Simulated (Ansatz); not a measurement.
SnO2 under changes of volume

One of the cells (13.664 Å³/atom); the others are scaled copies at fixed shape and fractional positions:

```
Sn O
1.0
    -2.00007    2.00007    5.12368
     2.00007   -2.00007    5.12368
     2.00007    2.00007   -5.12368
Sn O
2 4
Direct
  0.00000 0.00000 0.00000
  0.75000 0.25000 0.50000
  0.54652 0.04652 0.50000
  0.20348 0.20348 0.00000
  0.95348 0.45348 0.50000
  0.79652 0.79652 0.00000
```

Measurements of this composition are mostly on another form, of space group No. 136.

| Quantity | Value |
| --- | --- |
| Program | Ansatz 0.2.0 |
| Functional | PBEsol |
| Potentials or basis | all-electron LAPW, scalar-relativistic |
| Cutoff | 410 eV (chosen from the basis error) |
| Basis error allowed | 0.001 eV/atom |
| k mesh | 9 × 9 × 9 |
| Occupations | fermi-dirac, width 0.05 eV |
| Spin | no spin polarisation |

```tsv
volume (Å³/atom)	energy over the lowest point (meV/atom)	pressure (GPa)	gap on the mesh (eV)	largest force (eV/Å)
12.844	33.87	13.3	2.23	0.323
13.118	15.25	8.6	2.00	0.176
13.391	4.24	4.4	1.78	0.041
13.664	0.00	0.6	1.56	0.083
13.937	1.81	-2.7	1.36	0.197
14.211	?	?	?	?
14.484	20.94	-8.3	0.98	0.397
```

What does the run at 14.211 Å³/atom give?

Energy over the lowest point 8.99 meV/atom; pressure -5.7 GPa; gap on the mesh 1.16 eV; largest force 0.301 eV/Å.

Worked out: A Birch-Murnaghan fit of order 3 (a polynomial in V^(-2/3)) to the other rows has its minimum at 13.72 Å³/atom with B0 = V·E''(V) = 174 GPa and B' = 4.7 at fixed shape and positions, which overstates the stiffness. It gives 8.98 meV/atom at 14.211 Å³/atom, against the run's 8.99, and -dE/dV = -5.7 GPa, against -5.7. A straight line through the other rows of the gap, of slope -10.4 eV per unit of ln V, gives 1.16 eV, against the run's 1.16.

Energies are extrapolated to zero smearing.

Caveats: spin-orbit coupling is left out, which moves the levels of the heavy elements; an odd mesh through Γ misses points on the zone boundary, where band edges often lie.
